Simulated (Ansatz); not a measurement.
## Relaxing ZrO₂

These are results of DFT r2SCAN, scalar-relativistic, plane waves, PAW in Ansatz 0.2.0, not measurements. (500 eV cutoff, 6×6×6 k-mesh, Gaussian smearing of 0.02 eV, no spin polarisation)

What was changed: equal strain along all axes, cell held, atoms relaxed: +1.5 %.

Command:

```bash
ansatz run input.yaml --threads 1 --pin off --max-ram 2560MiB --backend cpu --events-out ev --progress --plain --runs-dir out
```

Input:

```yaml
crystal:
  lattice:
    - [3.6553722444, 0.0, 0.0]
    - [0.0, 3.6553722444, 0.0]
    - [0.0, 0.0, 5.3063879847]
  atoms:
    - { symbol: Zr, position: [0.0, 0.0, 0.0] }
    - { symbol: Zr, position: [0.5, 0.5, 0.5] }
    - { symbol: O, position: [0.0, 0.5, 0.3032142039] }
    - { symbol: O, position: [0.0, 0.5, 0.8032142039] }
    - { symbol: O, position: [0.5, 0.0, 0.6967857961] }
    - { symbol: O, position: [0.5, 0.0, 0.1967857961] }
basis:
  ecutwfc: 500
kpoints:
  mp_grid: { grid: [6, 6, 6] }
hamiltonian:
  xc: r2scan
scf:
  occupations: { method: gaussian, width: 0.02 }
output:
  forces: true
  stress: true
  eigenvalues: true
relax:
  adjacent_minimum: "off"
  f_tol: 0.008
  max_steps: 40
```

F is the free energy.

Steps:

```csv
step,F − F(1) (eV),largest force component (eV/Å)
1,0.0000,0.229
2,-0.0142,0.143
3,-0.0221,0.021
4,-0.0222,0.000
```

Relaxed structure:

```xyz
6
Lattice="3.6554 0.0000 0.0000 0.0000 3.6554 0.0000 0.0000 0.0000 5.3064" Properties=species:S:1:pos:R:3 pbc="T T T"
Zr    0.0000    0.0000    0.0000
Zr    1.8277    1.8277    2.6532
O     0.0000    1.8277    1.6554
O     0.0000    1.8277    4.3086
O     1.8277    0.0000    3.6510
O     1.8277    0.0000    0.9978
```

It takes space group P4_2/nmc (No. 137, tetragonal). Conventional cell: a = 3.655 Å, b = 3.655 Å, c = 5.306 Å, α = 90.00°, β = 90.00°, γ = 90.00°. Zr (site symmetry -4m2) has 4 O at 2.08 Å as nearest neighbours. O (site symmetry 2mm) has 2 Zr at 2.08 Å as nearest neighbours.

The run converged. The run took 53 s on 1 thread of Arm Neoverse V2, with other jobs on the host, peak memory 0.51 GiB.